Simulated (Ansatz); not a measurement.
Results of rVV10 (Ansatz, a first-principles code, plane waves, PAW) for zinc-blende AlSb.

Settings: plane-wave cutoff 520 eV, 10×10×10 k mesh, Fermi–Dirac smearing 0.01 eV, scalar-relativistic PAW data made under PBE.

A third-order Birch–Murnaghan fit to the energies gives V0 = 30.486 Å³/atom, B0 = 48.4 GPa, B′ = 4.5.

| V (Å³/atom) | P (GPa) |
|---|---|
| 28.657 | 3.44 |
| 29.267 | 2.17 |
| 29.877 | 1.02 |
| 30.487 | 0.00 |
| 31.096 | ? |
| 31.706 | ? |
| 32.316 | -2.47 |

Task: Estimate the withheld pressures from this fit; the answers are the runs' own values.

Result: 
- 31.096, P (GPa): -0.92
- 31.706, P (GPa): -1.74

The formula P = (3/2) B0 (x^(7/3) − x^(5/3)) [1 + (3/4)(B′ − 4)(x^(2/3) − 1)] with x = V0/V meets the computed pressures within 0.01 GPa when these rounded values are put in.

Measured, for comparison: bulk modulus 58.2 GPa (temperature not stated, not corrected to a static lattice; as tabulated in Toher et al. (2017), arXiv:1611.05714); equilibrium volume per atom 28.77 Å³/atom (low temperature, thermal expansion removed or low-temperature value; zero-point expansion not removed; as tabulated in Zhang et al. (2018), doi:10.1088/1367-2630/aac7f0). Computed less measured: bulk modulus -17 %, equilibrium volume per atom +6.0 %.

Spin–orbit coupling is not included.

Computing time: around 90 core-seconds (rough).
